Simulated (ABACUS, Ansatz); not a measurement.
**Cost and result for the equilibrium volume of Si**

**What was measured.** The equilibrium volume of Si (Fd-3m) is reported as 20.02 Å³/atom at 293.15 K (arxiv:1010.2317). The runs below try to reproduce it.

Symmetry: Fd-3m, No. 227, cubic system. The conventional cell has a = 5.444 Å, b = 5.444 Å, c = 5.444 Å, α = 90.00°, β = 90.00°, γ = 90.00°. Si (site symmetry -43m) has 4 Si at 2.36 Å as nearest neighbours.

```csv
rung,level,program and potentials,cutoff (eV),k mesh,smearing,task,core time,chip,equilibrium volume (Å³/atom),miss,notes
GGA + dispersion,revPBE+D3(BJ),"Ansatz, Ansatz PAW",420,8 × 8 × 8,fermi-dirac 0.05,relaxation of cell and atoms,1.8 s,Intel Xeon 6975P-C Granite Rapids,19.62,-2.0 %,"potentials made for PBE, which Ansatz adapts in part"
GGA + dispersion,PBE+D3(BJ),"Ansatz, Ansatz PAW",420,8 × 8 × 8,fermi-dirac 0.05,relaxation of cell and atoms,3.1 s,Intel Xeon,19.92,-0.5 %,-
GGA,rPW86-PBE,"Ansatz, Ansatz PAW",420,8 × 8 × 8,fermi-dirac 0.05,equation of state,6.1 s,Arm Neoverse V1,20.89,+4.3 %,"potentials made for PBE, which Ansatz adapts in part"
LDA,LDA,"Ansatz, JTH PAW LDA",390,8 × 8 × 8,fermi-dirac 0.05,equation of state,6.8 s,Arm Neoverse V1,19.70,-1.6 %,-
GGA + dispersion,revPBE+D4,"Ansatz, Ansatz PAW",420,8 × 8 × 8,fermi-dirac 0.05,equation of state,12 s,Intel Xeon,19.62,-2.0 %,"potentials made for PBE, which Ansatz adapts in part"
meta-GGA + dispersion,r2SCAN+D4,"Ansatz, Ansatz PAW",500,8 × 8 × 8,fermi-dirac 0.05,equation of state,17 s,Arm Neoverse V1,20.00,-0.1 %,"potentials made for PBE, which Ansatz adapts in part"
hybrid,PBE0,"Ansatz, Ansatz PAW",420,4 × 4 × 4,fermi-dirac 0.05,relaxation of cell and atoms,40 s,Intel Xeon Skylake/Cascade Lake,20.20,+0.9 %,"coarse mesh; potentials made for PBE, which Ansatz adapts in part"
hybrid,HSEsol,"Ansatz, Ansatz PAW",420,4 × 4 × 4,fermi-dirac 0.05,relaxation of cell and atoms,47 s,Intel Xeon Skylake/Cascade Lake,19.99,-0.1 %,"coarse mesh; potentials made for PBE, which Ansatz adapts in part"
Hartree-Fock,HF,"Ansatz, Ansatz PAW",420,4 × 4 × 4,fermi-dirac 0.05,relaxation of cell and atoms,56 s,Intel Xeon Skylake/Cascade Lake,20.94,+4.6 %,"coarse mesh; potentials made for PBE, which Ansatz adapts in part"
hybrid,HISS,"Ansatz, Ansatz PAW",420,4 × 4 × 4,fermi-dirac 0.05,equation of state,65 s,AMD EPYC 7R43 Zen 3,20.04,+0.1 %,"coarse mesh; potentials made for PBE, which Ansatz adapts in part"
hybrid,CAM-B3LYP,"Ansatz, Ansatz PAW",420,4 × 4 × 4,fermi-dirac 0.05,equation of state,69 s,Intel Xeon Skylake/Cascade Lake,20.25,+1.1 %,"coarse mesh; potentials made for PBE, which Ansatz adapts in part"
hybrid,r2SCAN50,"Ansatz, Ansatz PAW",500,4 × 4 × 4,fermi-dirac 0.05,equation of state,69 s,Arm Neoverse V1,19.90,-0.6 %,"coarse mesh; potentials made for PBE, which Ansatz adapts in part"
GGA,PBE,"ABACUS, PseudoDojo NC SR 0.4.1 PBE standard, plane waves",490,8 × 8 × 8,fermi-dirac 0.05,equation of state,82 s,Intel Xeon Platinum 8259CL Skylake/Cascade Lake,20.45,+2.1 %,-
```

Times are single runs on shared hosts and different chips, so they are rough; meshes, cutoffs and the tasks' sizes weigh on the time. All rows: no spin polarisation. Smearing widths are in eV. Meshes differ between rows, which moves values too. Meshes are those of the run's cell of 2 atoms unless a note names another. Relaxations start from the cell shown or near it and stop with a little pressure left. The cell shown, of 20.16 Å³ an atom, is the runs' start and not the measured value. Misses use the values as printed. Runs on faulty files, with rough fits or with known faults for this quantity aren't shown. No row holds spin-orbit coupling.

By rung: LDA 19.70; GGA + dispersion 19.62 to 19.92; GGA 20.45 to 20.89; meta-GGA + dispersion 20.00; hybrid on coarse meshes 19.90 to 20.25; Hartree-Fock on coarse meshes 20.94 (Å³/atom). Measured: 20.02 Å³/atom at 293.15 K (arxiv:1010.2317). Closest, coarse meshes and atomic bases left aside, is r2SCAN+D4 (-0.1 %), and PBE misses by +2.1 % on plain settings. The runs are for a static lattice, while measurements hold temperature and zero-point motion.

The volumes follow the usual balance of exchange and correlation in a covalent solid. LDA overbinds and gives 19.70 Å³/atom, while PBE's gradient correction favours the more inhomogeneous density of a stretched lattice and overshoots to 20.45. Hartree-Fock expands the crystal further, to 20.94, as expected when the correlation that strengthens the sp³ bonds is missing. PBE0, at 20.20, lies below both PBE and Hartree-Fock, so exact exchange doesn't simply pull the volume towards the Hartree-Fock value; what matters is its combination with a correlation functional.

PBE+D3(BJ) gives a smaller volume than PBE, consistent with the added pairwise attraction. In so dense a network this term probably acts partly as a correction to medium-range correlation, not purely as van der Waals binding between separate units. Both dispersion-corrected revPBE runs fall below experiment, which suggests that the attraction overcompensates for the parent functional's weak binding. The close agreement of r2SCAN+D4 can't be credited to the meta-GGA alone, since no run separates it from its dispersion term.
